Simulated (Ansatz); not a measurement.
## Response of Cd to small distortions

```yaml
crystal:
  lattice:
    - [2.97887, 0.00000, 0.00000]
    - [-1.48944, 2.57978, 0.00000]
    - [0.00000, 0.00000, 5.61765]
  atoms:
    - { symbol: Cd, position: [0.33333, 0.66667, 0.25000] }
    - { symbol: Cd, position: [0.66667, 0.33333, 0.75000] }
```

Atom numbers follow the list: Cd1, Cd2.

The conventional cell has a = 2.979 Å, b = 2.979 Å, c = 5.618 Å, α = 90.00°, β = 90.00°, γ = 120.00°. Around Cd (atom 1) lie 12 Cd at 2.98 to 3.29 Å.

The cell is COD entry 9008490, as deposited and not checked against the literature; nothing was relaxed.

Level of theory: Ansatz 0.2.0, DFT, PBE, all-electron LAPW, scalar-relativistic.

Settings: a Γ-centred 16×16×7 k mesh, Fermi–Dirac smearing of 0.05 eV, basis error target 1 meV/atom, no spin polarisation.

The unchanged cell is at 2.88 GPa.

In a metal, stresses and small energies carry noise from the k mesh.

x, y and z are the Cartesian axes of the cell as listed; fractional coordinates follow a strain, and an engineering shear is twice the off-diagonal strain component.

**Question.** With this change (z strained by +1 % at fixed volume), what becomes of the energy and stress?

**Answer.** Energy change +2 meV/atom; stress change (xx, yy, zz, yz, xz, xy) 0.47, 0.47, -0.18, 0.00, 0.00, 0.00 GPa, compression positive.

**Question.** With this change (z strained by -1.5 % at fixed volume), what becomes of the energy and stress?

**Answer.** Energy change -2 meV/atom; stress change (xx, yy, zz, yz, xz, xy) -0.56, -0.56, 0.21, 0.00, 0.00, 0.00 GPa, compression positive.

**Question.** With this change (atom 1 (Cd) moved by (0.1155, 0.1155, 0.1155) Å), what becomes of the energy and stress and forces?

**Answer.** Energy change +9 meV/atom; stress change (xx, yy, zz, yz, xz, xy) 0.41, 0.17, 0.33, 0.13, 0.10, 0.15 GPa, compression positive; change of the force on Cd1 (-0.029, -0.038, -0.246) eV/Å.

**Question.** What force constant does this one finite step give for Cd1 along its displacement (all its periodic images move with it)?

**Answer.** k = −ΔF·u/|u|² = 0.90 eV/Å², so the force pulls the atom back.
